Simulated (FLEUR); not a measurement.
# TiB2 (P6/mmm) in FLEUR: further runs, part 2 of 2

FLEUR MaX-R8.1 (later development tree). Earlier steps stand in the parts before.

**3. Equation of state, PBE, 8.04 Å³/atom (volume scaled by 0.94)**

Changes to inp.xml since step 2:

```diff
@@ -6,3 +6,3 @@
    <calculationSetup>
-      <cutoffs Kmax="4.71" Gmax="14.6" GmaxXC="14.6" numbands="0"/>
+      <cutoffs Kmax="4.86" Gmax="15.1" GmaxXC="15.1" numbands="0"/>
       <scfLoop itmax="60" minDistance="0.00001" maxIterBroyd="15" imix="Anderson" alpha="0.05" precondParam="0.0" spinf="2.0" sdNocoIR="T"/>
@@ -24,3 +24,3 @@
       <xi:include xmlns:xi="http://www.w3.org/2001/XInclude" href="sym.xml"> </xi:include>
-      <bulkLattice scale="1.0">
+      <bulkLattice scale="0.9795861087">
          <bravaisMatrix>
@@ -34,3 +34,3 @@
       <species name="Titanium (Ti)" element="Ti" atomicNumber="22">
-         <mtSphere radius="2.64" gridPoints="873" logIncrement="0.014"/>
+         <mtSphere radius="2.56" gridPoints="873" logIncrement="0.014"/>
          <atomicCutoffs lmax="10" lnonsphr="10"/>
@@ -50,3 +50,3 @@
       <species name="Boron (B)" element="B" atomicNumber="5">
-         <mtSphere radius="1.53" gridPoints="507" logIncrement="0.02"/>
+         <mtSphere radius="1.48" gridPoints="507" logIncrement="0.02"/>
          <atomicCutoffs lmax="8" lnonsphr="8"/>
```

Potentials or basis: all-electron, FLAPW.

Command:

```sh
$ inpgen -f crystal.txt -profile fastHighL
$ # inp.xml edited to the form shown
$ fleur_MPI
```

Output:

```text
Welcome to FLEUR        (www.flapw.de)
      MaX-Release 8.1          (www.max-centre.eu)

 ========== k-point set info ==========
 Selected k-point list: default-1
 k-point list type: mesh
 10 x 10 x 8
 Number of k points: 70

 ------------Calculation Setup---------------------------
 Number of MPI-tasks      :            1
 Number of PE/node        :            1
 Number of OMP-threads    :            1
 Most efficient MPI parallelization for:
           1           2           5           7          10          14          35          70
 Additional eigenvalue parallelization possible
 Number of basis functions:          444
 Approximate size of matrices (H+S) per k-point:         0.003 GB
[... 12 lines left out ...]
 Iteration:     4   Distance:       7.53818963 me/bohr^3
Nuclear radius smaller than smallest radial mesh point for atom type 2 -- skipping its core isomer shift
Nuclear radius smaller than smallest radial mesh point for atom type 2 -- skipping its isomer shift
 Iteration:     5   Distance:       1.49243597 me/bohr^3
Nuclear radius smaller than smallest radial mesh point for atom type 2 -- skipping its core isomer shift
Nuclear radius smaller than smallest radial mesh point for atom type 2 -- skipping its isomer shift
[... 14 lines left out ...]
Nuclear radius smaller than smallest radial mesh point for atom type 2 -- skipping its isomer shift
 Iteration:    11   Distance:       0.00385970 me/bohr^3
Nuclear radius smaller than smallest radial mesh point for atom type 2 -- skipping its core isomer shift
Nuclear radius smaller than smallest radial mesh point for atom type 2 -- skipping its isomer shift
 Iteration:    12   Distance:       0.00054647 me/bohr^3
Nuclear radius smaller than smallest radial mesh point for atom type 2 -- skipping its core isomer shift
Nuclear radius smaller than smallest radial mesh point for atom type 2 -- skipping its isomer shift
 Iteration:    13   Distance:       0.00072559 me/bohr^3
Nuclear radius smaller than smallest radial mesh point for atom type 2 -- skipping its core isomer shift
Nuclear radius smaller than smallest radial mesh point for atom type 2 -- skipping its isomer shift
 Iteration:    14   Distance:       0.00001581 me/bohr^3
Nuclear radius smaller than smallest radial mesh point for atom type 2 -- skipping its core isomer shift
Nuclear radius smaller than smallest radial mesh point for atom type 2 -- skipping its isomer shift
 Iteration:    15   Distance:       0.00000594 me/bohr^3

 ********************************************************************
 Run finished successfully
 Stop message:
   all done
 ********************************************************************
```

out.xml (last iteration):

```text
<iteration numberForCurrentRun="   15" overallNumber="   15">
         <energyParameters units="Htr">
            <atomicEP atomType="1" spin="1" branch="4s" branchLowest="-1.58" branchHighest="1.96" value="0.3015708890"/>
            <atomicEP atomType="1" spin="1" branch="4p" branchLowest="-0.69" branchHighest="2.42" value="0.4099585912"/>
            <atomicEP atomType="1" spin="1" branch="3d" branchLowest="-9.99" branchHighest="0.70" value="0.4520496832"/>
[... 89 lines left out ...]
            </atomTypeDependentContributions>
            <tkbTimesEntropy value="0.0002273458"/>
            <freeEnergy value="-903.6318832489"/>
            <extrapolationTo0K value="-903.6317695760"/>
         </totalEnergy>
         <densityConvergence units="me/bohr^3">
            <chargeDensity spin="1" distance="0.0000059387"/>
         </densityConvergence>
      </iteration>
```

It took 53 s on 1 thread of Arm Neoverse V2, shared host; peak memory 0.08 GiB.

What came out:

* Free energy: -24589.0762 eV
* Band gap on the k mesh: none (metal or under the smearing width)
* Valence electrons inside the program's atomic spheres: Ti 11.32; B 1.39 (radii Ti 2.56, B 1.48 bohr)

**4. Equation of state, PBE, 8.21 Å³/atom (volume scaled by 0.96)**

Changes to inp.xml since step 3:

```diff
@@ -24,3 +24,3 @@
       <xi:include xmlns:xi="http://www.w3.org/2001/XInclude" href="sym.xml"> </xi:include>
-      <bulkLattice scale="0.9795861087">
+      <bulkLattice scale="0.9864848297">
          <bravaisMatrix>
```

Command:

```sh
$ inpgen -f crystal.txt -profile fastHighL
$ # inp.xml edited to the form shown
$ fleur_MPI
```

Wall time 54 s (1 thread of Arm Neoverse V2, shared host); peak memory 0.09 GiB.

It converged, with:

```
Free energy                                           : -24589.1239 eV
Band gap on the k mesh                                : none (metal or under the smearing width)
Valence electrons inside the program's atomic spheres : Ti 11.25; B 1.37 (radii Ti 2.56, B 1.48 bohr)
```

**5. Equation of state, PBE, 8.55 Å³/atom**

Changes to inp.xml since step 4:

```diff
@@ -24,3 +24,3 @@
       <xi:include xmlns:xi="http://www.w3.org/2001/XInclude" href="sym.xml"> </xi:include>
-      <bulkLattice scale="0.9864848297">
+      <bulkLattice scale="1.0000000000">
          <bravaisMatrix>
```

Command:

```sh
$ inpgen -f crystal.txt -profile fastHighL
$ # inp.xml edited to the form shown
$ fleur_MPI
```

Wall time 64 s (1 thread of Arm Neoverse V2, shared host); peak memory 0.09 GiB.

The run converged. Its results:

| Quantity | Value |
| --- | --- |
| Free energy | -24589.1611 eV |
| Band gap on the k mesh | none (metal or under the smearing width) |
| Valence electrons inside the program's atomic spheres | Ti 11.13; B 1.34 (radii Ti 2.56, B 1.48 bohr) |

**6. Equation of state, PBE, 8.89 Å³/atom (volume scaled by 1.04)**

Changes to inp.xml since step 5:

```diff
@@ -24,3 +24,3 @@
       <xi:include xmlns:xi="http://www.w3.org/2001/XInclude" href="sym.xml"> </xi:include>
-      <bulkLattice scale="1.0000000000">
+      <bulkLattice scale="1.0131594038">
          <bravaisMatrix>
```

Potentials or basis: all-electron, FLAPW.

Command:

```sh
$ inpgen -f crystal.txt -profile fastHighL
$ # inp.xml edited to the form shown
$ fleur_MPI
```

It took 61 s on 1 thread of Arm Neoverse V2, shared host; peak memory 0.09 GiB.

Results (log left out):

```yaml
Free_energy: -24589.1325 eV
Band_gap_on_the_k_mesh: none (metal or under the smearing width)
Valence_electrons_inside_the_program's_atomic_spheres: Ti 11.03; B 1.30 (radii Ti 2.56, B 1.48 bohr)
```

**7. Equation of state, PBE, 9.06 Å³/atom (volume scaled by 1.06)**

Changes to inp.xml since step 6:

```diff
@@ -24,3 +24,3 @@
       <xi:include xmlns:xi="http://www.w3.org/2001/XInclude" href="sym.xml"> </xi:include>
-      <bulkLattice scale="1.0131594038">
+      <bulkLattice scale="1.0196128224">
          <bravaisMatrix>
```

Command:

```sh
$ inpgen -f crystal.txt -profile fastHighL
$ # inp.xml edited to the form shown
$ fleur_MPI
```

Run time: 63 s. Hardware: 1 thread of Arm Neoverse V2, shared host; peak memory 0.09 GiB.

The run converged. Its results:

| Item | Value |
| --- | --- |
| Free energy | -24589.0972 eV |
| Band gap on the k mesh | none (metal or under the smearing width) |
| Valence electrons inside the program's atomic spheres | Ti 10.98; B 1.29 (radii Ti 2.56, B 1.48 bohr) |

**8. Equation of state, PBE**

No new run: the results of the series are fitted here.

Results:

* Equilibrium volume: 8.56 Å³/atom
* Bulk modulus at fixed shape and positions: 255 GPa
* Pressure derivative of the bulk modulus: 3.9 (rough: it moves with the points fitted)

Energy against volume, from the lowest point:
| volume (Å³/atom) | energy (meV/atom) |
| --- | --- |
| 8.039 | 28.30 |
| 8.210 | 12.41 |
| 8.552 | 0.00 |
| 8.894 | 9.53 |
| 9.065 | 21.29 |

Caveat: the cell was scaled at fixed shape and fractional positions, which overstates the stiffness of a crystal with free parameters, most of all of layers and chains.
